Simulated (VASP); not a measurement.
Wanted: the native input for a VASP 6.6.1 run.

```yaml
Task: relaxation of cell and atoms
Functional: PBEsol
Potentials_or_basis: VASP PAW PBE potentials, release 64 (Sr_sv)
Cutoff: 580 eV
k_mesh: 12 × 12 × 12
Occupations: gaussian, width 0.1 eV
Spin: no spin polarisation
Further_INCAR_settings: ALGO = Normal; EDIFF = 1e-07; IBRION = 2; EDIFFG = -0.005; NSW = 90; ISIF = 3
```

The structure of Sr lies in POSCAR:

```
Sr
1.0
    0.0000000000      3.0336031300      3.0336031300
    3.0336031300      0.0000000000      3.0336031300
    3.0336031300      3.0336031300      0.0000000000
Sr
1
Direct
    0.0000000000      0.0000000000      0.0000000000
```

One way to write it, as run:

INCAR

```
ALGO     = Normal         # electronic algorithm
EDIFF    = 1E-7           # SCF threshold, eV
EDIFFG   = -0.005         # ionic threshold
ENCUT    = 580            # plane-wave cutoff, eV
GGA      = PS             # functional
IBRION   = 2              # ionic algorithm
ISIF     = 3              # what is computed and relaxed
ISMEAR   = 0              # smearing method
LASPH    = True           # aspherical terms in the spheres
LCHARG   = False          # write CHGCAR
LREAL    = False          # projectors in reciprocal space
LWAVE    = False          # write WAVECAR
NELM     = 80             # most SCF steps
NSW      = 90             # ionic steps
PREC     = Accurate       # precision mode
SIGMA    = 0.1            # smearing width, eV
```

KPOINTS

```
k-points
0
Gamma
  12 12 12
```

Potentials or basis: VASP PAW PBE potentials, release 64 (Sr_sv).

Launch:

```sh
$ cat potpaw_PBE.64/Sr_sv/POTCAR > POTCAR
$ mpirun -np 1 vasp_std > vasp.out
```

It gave:

```yaml
Relaxed_volume: 51.91 Å³/atom
Relaxed_cell: a = 4.187 Å, b = 4.187 Å, c = 4.187 Å, α = 60.00°, β = 60.00°, γ = 60.00°
Space_group_after_relaxing_to_0.05_Å: Fm-3m (No. 225)
Energy_gained_by_relaxing: 10.3 meV/atom
Ionic_steps: 4
Pressure_after_relaxing: 0.0 GPa
Band_gap_on_the_k_mesh: none (metal or under the smearing width)
```

Caveat: the PAW data sets were made with another functional, which shifts forces and pressure a little.

Run time: 78 s on 1 thread of Intel(R) Xeon(R) Platinum 8488C (Sapphire Rapids), on a shared host, peak memory 0.23 GiB.
